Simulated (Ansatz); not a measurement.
## Rock-salt LiI

These are r²SCANh in Ansatz (PAW) values and carry that method's errors.

Numerical settings: plane-wave cutoff 520 eV, 8×8×8 k mesh, Fermi–Dirac smearing 0.01 eV, scalar-relativistic PAW data made under PBE.

Cell (relaxed at this level):

LiI is modelled in the cubic space group Fm-3m (No. 225), the rock salt structure, Pearson symbol cF8. Conventional cell: a = 6.009 Å, b = 6.009 Å, c = 6.009 Å, α = 90.00°, β = 90.00°, γ = 90.00°. Li on 4a sees 6 I at 3.004 Å (octahedral). I on 4b is surrounded by 6 Li at 3.004 Å (octahedral). (Neighbours: up to the widest gap in distance over summed covalent radii, below 1.35, at either atom; cation-cation and far metal-metal contacts left out.)
(The calculation used a cell of 2 atoms; values per cell refer to that cell.)

```json
{
  "bulk_modulus": "21.1 GPa",
  "band_gap": "5.57 eV",
  "smallest_direct_gap_on_the_k_points_sampled": "5.69 eV",
  "width_of_the_whole_s_p_valence_band": "12.40 eV",
  "pressure derivative B′ of the bulk modulus": "4.5"
}
```

Measured, for comparison: band gap 6.4 eV (temperature not stated, no zero-point or thermal correction, our sources range from 6.10 to 6.40; as tabulated in Aguado et al. (1998), arXiv:cond-mat/9809176); bulk modulus 24 GPa (0 K, extrapolated to 0 K; as tabulated in Doll and Stoll (1998), arXiv:cond-mat/9801031). Computed (rounded) less measured: bulk modulus -12 %.

Spin–orbit coupling is not included; with these elements it can move the gap by several tenths of an eV or more.

Computing time: very roughly 14 core-minutes.

Ansatz is an electronic-structure program.
